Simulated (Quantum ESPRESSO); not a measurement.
The system is AgBr.

```
Ag Br
1.0
     0.00000    2.87015    2.87015
     2.87015    0.00000    2.87015
     2.87015    2.87015    0.00000
Ag Br
1 1
Direct
  0.00000 0.00000 0.00000
  0.50000 0.50000 0.50000
```

* Program: Quantum ESPRESSO 7.5
* Task: phonons
* Functional: PBE
* Potentials or basis: SPMS 1.0 PBE
* Cutoff: 952 eV
* Density cutoff: 3810 eV
* k mesh: 4 × 4 × 4, shifted
* Occupations: fermi-dirac, width 0.05 eV
* Spin: collinear spin, ferromagnetic start
* Starting moments: [0.5, 0.0] μB
* Mixing beta: 0.3
* Most SCF iterations: 120
* SCF threshold: 4e-10 Ry

The first run showed a gap, so the response started from a second, tighter run with fixed occupations.

At Γ the optical frequencies without the macroscopic field are 87 87 87 cm⁻¹, at a pressure of 2.3 GPa.

Q: How do the modes respond when the cell is scaled evenly, at fixed shape?

A: The highest of these modes has a Grüneisen parameter of 3.98 and moves by +6.8 cm⁻¹ per GPa. None of the listed modes softens on compression. The pressures give a bulk modulus of about 51 GPa.

Frequencies at 99 % and 101 % of the volume (pressures 2.8 and 1.8 GPa), ions relaxed:
| mode | 99 % (cm⁻¹) | 101 % (cm⁻¹) | Grüneisen parameter |
| --- | --- | --- | --- |
| 4 | 90.2 | 83.3 | 3.98 |
| 5 | 90.2 | 83.3 | 3.98 |
| 6 | 90.2 | 83.3 | 3.98 |

Modes are matched by their order; those that don't vary smoothly over the three volumes are left out.

Caveat: the k mesh is coarse.
